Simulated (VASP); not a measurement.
# W (Im-3m) in VASP: a series of runs, part 2 of 2

VASP 6.6.1.

### Step 3. Relaxation of cell and atoms, LDA

This run uses another cell than the first one, of 15.49 Å³/atom, 0.978 times its volume.

File INCAR:

```
SYSTEM = W
PREC     = Accurate       ! precision mode
ENCUT    = 600            ! plane-wave cutoff, eV
EDIFF    = 1E-7           ! SCF threshold, eV
ISMEAR   = 1              ! smearing method
SIGMA    = 0.1            ! smearing width, eV
LREAL    = .FALSE.        ! projectors in reciprocal space
LASPH    = .TRUE.         ! aspherical terms in the spheres
NELM     = 80             ! most SCF steps
ALGO     = Normal         ! electronic algorithm
ISIF     = 3              ! what is computed and relaxed
LWAVE    = .FALSE.        ! write WAVECAR
LCHARG   = .FALSE.        ! write CHGCAR
GGA      = CA             ! functional
IBRION   = 2              ! ionic algorithm
NSW      = 90             ! ionic steps
EDIFFG   = -0.005         ! ionic threshold
```

File KPOINTS:

```
Automatic mesh
0
G
  16 16 16
  0 0 0
```

File POSCAR:

```
W                                       
1.0
   -1.5704380496      1.5704380496      1.5704380496
    1.5704380496     -1.5704380496      1.5704380496
    1.5704380496      1.5704380496     -1.5704380496
  W             
     1
Direct
     0.0000000000000000    0.0000000000000000    0.0000000000000000
```

Potentials or basis: VASP PAW LDA potentials, release 64 (W_sv).

The run is started by

```sh
> cat potpaw_LDA.64/W_sv/POTCAR > POTCAR
> mpirun -np 1 vasp_std > vasp.out
```

OUTCAR:

```text
SYSTEM = W
   PREC = Accurate
   ENCUT = 600
   EDIFF = 1E-7
   ISMEAR = 1
   LREAL = .FALSE.
   LASPH = .TRUE.
   NELM = 80
   ISIF = 3
   GGA = CA
   IBRION = 2
   NSW = 90
   EDIFFG = -0.005

 ion  position               nearest neighbor table
   1  0.000  0.000  0.000-

  LATTYP: Found a body centered cubic cell.
 ALAT       =     3.1408760992

  Lattice vectors:

 A1 = (  -1.5704380496,   1.5704380496,   1.5704380496)
 A2 = (   1.5704380496,  -1.5704380496,   1.5704380496)
 A3 = (   1.5704380496,   1.5704380496,  -1.5704380496)

Analysis of symmetry for initial positions (statically):
=====================================================================
 Subroutine PRICEL returns:
 Original cell was already a primitive cell.

 Routine SETGRP: Setting up the symmetry group for a
 body centered cubic supercell.

 Subroutine GETGRP returns: Found 48 space group operations
 (whereof 48 operations were pure point group operations)
 out of a pool of 48 trial point group operations.

The static configuration has the point symmetry O_h .

Analysis of symmetry for dynamics (positions and initial velocities):
=====================================================================
[... 164 lines left out ...]
 Fermi energy:        11.6848370904

 k-point     1 :       0.0000    0.0000    0.0000
  band No.  band energies     occupation
      1     -62.0626      2.00000
      2     -25.8342      2.00000
      3     -25.8342      2.00000
      4     -25.8342      2.00000
      5       1.9858      2.00000
      6      10.3556      2.00000
      7      10.3556      2.00000
      8      10.3556      2.00000
      9      13.8976      0.00000
     10      13.8976      0.00000
     11      26.2814      0.00000
[... 309 lines left out ...]
 k-point    24 :       0.2500    0.1875   -0.0000
  band No.  band energies     occupation
      1     -61.9270      2.00000
      2     -26.9464      2.00000
      3     -26.2972      2.00000
      4     -25.9570      2.00000
      5       6.2738      2.00000
      6       8.4329      2.00000
      7       9.3302      2.00000
      8      13.2118     -0.00000
      9      14.7933      0.00000
     10      17.1438      0.00000
     11      24.4345      0.00000

 [... further k-points ...]
[... 5 lines left out ...]
  --------------------------------------------------------------------------------------
  -------------------------------------------------------------------------------------
  Total       -0.0032302     -0.0032302     -0.0032302      0.0000000      0.0000000      0.0000000
  in kB       -0.3340524     -0.3340524     -0.3340524      0.0000000      0.0000000      0.0000000
  external PRESSURE =      -0.3340524 kB  Pullay stress =       0.0000000 kB

 VOLUME and BASIS-vectors are now :
 -----------------------------------------------------------------------------
  energy-cutoff  :      600.00
  volume of cell :       15.49
      direct lattice vectors                 reciprocal lattice vectors
    -1.570438050  1.570438050  1.570438050     0.000000000  0.318382505  0.318382505
     1.570438050 -1.570438050  1.570438050     0.318382505  0.000000000  0.318382505
     1.570438050  1.570438050 -1.570438050     0.318382505  0.318382505  0.000000000

 POSITION                                       TOTAL-FORCE (eV/Angst)
 -----------------------------------------------------------------------------------
      0.00000      0.00000      0.00000        -0.000000      0.000000     -0.000000
 -----------------------------------------------------------------------------------
    total drift:                                0.000000      0.000000      0.000000

  FREE ENERGIE OF THE ION-ELECTRON SYSTEM (eV)
  ---------------------------------------------------
  free  energy   TOTEN  =       -14.1094627341 eV

  energy  without entropy=      -14.1087447681  energy(sigma->0) =      -14.10922341

 reached required accuracy - stopping structural energy minimisation
```

OSZICAR:

```text
N       E                     dE             d eps       ncg     rms          rms(c)
DAV:   1     0.811102552584E+02    0.81110E+02   -0.84562E+03  3198   0.158E+03
DAV:   2    -0.130573646628E+02   -0.94168E+02   -0.91132E+02  3418   0.355E+02
DAV:   3    -0.147662128310E+02   -0.17088E+01   -0.16891E+01  3624   0.460E+01
DAV:   4    -0.147772255805E+02   -0.11013E-01   -0.10998E-01  3470   0.369E+00
DAV:   5    -0.147772979206E+02   -0.72340E-04   -0.72340E-04  3589   0.332E-01    0.220E+01
DAV:   6    -0.142495146288E+02    0.52778E+00   -0.57919E-01  3400   0.984E+00    0.881E+00
DAV:   7    -0.141151378586E+02    0.13438E+00   -0.28064E-01  3523   0.634E+00    0.501E-01
DAV:   8    -0.141094554454E+02    0.56824E-02   -0.43064E-03  3289   0.103E+00    0.752E-02
DAV:   9    -0.141094613167E+02   -0.58713E-05   -0.53247E-05  3643   0.945E-02    0.541E-02
DAV:  10    -0.141094627676E+02   -0.14509E-05   -0.77989E-06  3481   0.411E-02    0.736E-03
DAV:  11    -0.141094627341E+02    0.33486E-07   -0.23044E-07  3347   0.584E-03
   1 F= -.14109463E+02 E0= -.14109223E+02  d E =-.141095E+02
```

CONTCAR:

```text
W
   1.00000000000000
    -1.5704380496000001    1.5704380496000001    1.5704380496000001
     1.5704380496000001   -1.5704380496000001    1.5704380496000001
     1.5704380496000001    1.5704380496000001   -1.5704380496000001
  W
     1
Direct
     0.0000000000000000    0.0000000000000000    0.0000000000000000

  0.00000000E+00  0.00000000E+00  0.00000000E+00
```

It took 9.8 s on 1 thread of Intel Xeon Platinum 8488C (Sapphire Rapids), shared host; peak memory 0.15 GiB.

What came out:

* Free energy: -14.1095 eV
* Pressure after relaxing: 0.0 GPa
* Band gap on the k mesh: none (metal or under the smearing width)

Final structure:
```cif
data_structure
_symmetry_space_group_name_H-M 'P 1'
_symmetry_Int_Tables_number 1
_cell_length_a 2.7201
_cell_length_b 2.7201
_cell_length_c 2.7201
_cell_angle_alpha 109.471
_cell_angle_beta 109.471
_cell_angle_gamma 109.471
_cell_volume 15.49
loop_
_atom_site_label
_atom_site_type_symbol
_atom_site_fract_x
_atom_site_fract_y
_atom_site_fract_z
_atom_site_occupancy
W1 W 0.00000 0.00000 0.00000 1
```

Caveat: the relaxation stopped at its first step, so nothing moved. Spin-orbit coupling is left out, which matters for the levels of W.

### Step 4. Relaxation of cell and atoms, PBEsol

File INCAR:

```
PREC     = Accurate       # precision mode
ENCUT    = 600            # plane-wave cutoff, eV
EDIFF    = 1E-6           # SCF threshold, eV
ISMEAR   = 1              # smearing method
SIGMA    = 0.1            # smearing width, eV
LREAL    = F              # projectors in reciprocal space
LASPH    = T              # aspherical terms in the spheres
NELM     = 80             # most SCF steps
ALGO     = Normal         # electronic algorithm
ISIF     = 3              # what is computed and relaxed
LWAVE    = F              # write WAVECAR
LCHARG   = F              # write CHGCAR
GGA      = PS             # functional
IBRION   = 2              # ionic algorithm
NSW      = 90             # ionic steps
EDIFFG   = -0.01          # ionic threshold
```

File KPOINTS:

```
Automatic mesh
0
Gamma
  16 16 16
```

File POSCAR:

```
W
1.0
   -1.5823450000      1.5823450000      1.5823450000
    1.5823450000     -1.5823450000      1.5823450000
    1.5823450000      1.5823450000     -1.5823450000
W
1
Direct
    0.0000000000      0.0000000000      0.0000000000
```

Potentials or basis: VASP PAW PBE potentials, release 64 (W_sv).

The run is started by

```sh
> cat potpaw_PBE.64/W_sv/POTCAR > POTCAR
> mpirun -np 1 vasp_std > vasp.out
```

It took 17 s on 1 thread of Intel Xeon 6975P-C (Granite Rapids), shared host; peak memory 0.16 GiB.

The run converged. Its results:

| Item | Value |
| --- | --- |
| Free energy | -13.8083 eV |
| Relaxed volume | 15.71 Å³/atom |
| Relaxed cell | a = 2.733 Å, b = 2.733 Å, c = 2.733 Å, α = 109.47°, β = 109.47°, γ = 109.47° |
| Space group after relaxing (to 0.05 Å) | Im-3m (No. 229) |
| Energy gained by relaxing | 1.3 meV/atom |
| Ionic steps | 3 |
| Pressure after relaxing | 0.0 GPa |
| Band gap on the k mesh | none (metal or under the smearing width) |

Step by step:
```csv
step,energy change (eV),largest force (eV/Å),pressure (GPa),volume (Å³)
1,0.0000,0.0000,-2.89,15.85
2,0.0164,0.0000,11.53,15.20
3,-0.0013,0.0000,-0.02,15.71
```

Final structure:
```
CELL_PARAMETERS angstrom
-1.57769 1.57769 1.57769
1.57769 -1.57769 1.57769
1.57769 1.57769 -1.57769
ATOMIC_POSITIONS crystal
W 0.00000 0.00000 0.00000
```

Levels at points of the mesh, in eV from the Fermi level:
```csv
k point,band 4,band 5,band 6,band 7,band 8,band 9,band 10,band 11
"(0.00, 0.00, 0.00)",-37.72,-9.75,-1.29,-1.29,-1.29,2.22,2.22,14.52
"(0.50, 0.00, 0.00)",-37.73,-6.39,-3.66,0.68,2.12,3.11,6.21,11.18
"(0.50, 0.50, 0.50)",-38.65,-5.97,-5.97,5.20,5.20,5.20,8.28,8.28
```

Caveat: the PAW data sets were made with another functional, which shifts forces and pressure a little. The run has no spin-orbit coupling, so splittings on W are missing.

### Step 5. Relaxation of cell and atoms, PBEsol

This run uses another cell than the first one, of 15.71 Å³/atom, 0.991 times its volume.

Changes to INCAR since step 4:

```diff
@@ -2,3 +2,3 @@
 ENCUT    = 600            # plane-wave cutoff, eV
-EDIFF    = 1E-6           # SCF threshold, eV
+EDIFF    = 1E-7           # SCF threshold, eV
 ISMEAR   = 1              # smearing method
@@ -15,2 +15,2 @@
 NSW      = 90             # ionic steps
-EDIFFG   = -0.01          # ionic threshold
+EDIFFG   = -0.005         # ionic threshold
```

KPOINTS is that of step 4.

File POSCAR:

```
W                                       
1.0
   -1.5776893475      1.5776893475      1.5776893475
    1.5776893475     -1.5776893475      1.5776893475
    1.5776893475      1.5776893475     -1.5776893475
  W             
     1
Direct
     0.0000000000000000    0.0000000000000000    0.0000000000000000
```

The run is started by

```sh
> cat potpaw_PBE.64/W_sv/POTCAR > POTCAR
> mpirun -np 1 vasp_std > vasp.out
```

It took 16 s on 1 thread of Intel Xeon 6975P-C (Granite Rapids), shared host; peak memory 0.16 GiB.

The run converged. Its results:

```
Free energy                            : -13.8083 eV
Relaxed volume                         : 15.71 Å³/atom
Relaxed cell                           : a = 2.732 Å, b = 2.732 Å, c = 2.732 Å, α = 109.47°, β = 109.47°, γ = 109.47°
Space group after relaxing (to 0.05 Å) : Im-3m (No. 229)
Energy gained by relaxing              : 0.0 meV/atom
Ionic steps                            : 3
Pressure after relaxing                : 0.0 GPa
Band gap on the k mesh                 : none (metal or under the smearing width)
```

Final structure:
```yaml
crystal:
  lattice:
    - [-1.57761, 1.57761, 1.57761]
    - [1.57761, -1.57761, 1.57761]
    - [1.57761, 1.57761, -1.57761]
  atoms:
    - { symbol: W, position: [0.00000, 0.00000, 0.00000] }
```

Levels at points of the mesh, in eV from the Fermi level:
```csv
k point,band 4,band 5,band 6,band 7,band 8,band 9,band 10,band 11
"(0.00, 0.00, 0.00)",-37.72,-9.75,-1.29,-1.29,-1.29,2.22,2.22,14.52
"(0.50, 0.00, 0.00)",-37.72,-6.39,-3.66,0.68,2.12,3.11,6.21,11.18
"(0.50, 0.50, 0.50)",-38.65,-5.97,-5.97,5.21,5.21,5.21,8.28,8.28
```

Caveat: the PAW data sets were made with another functional, which shifts forces and pressure a little.
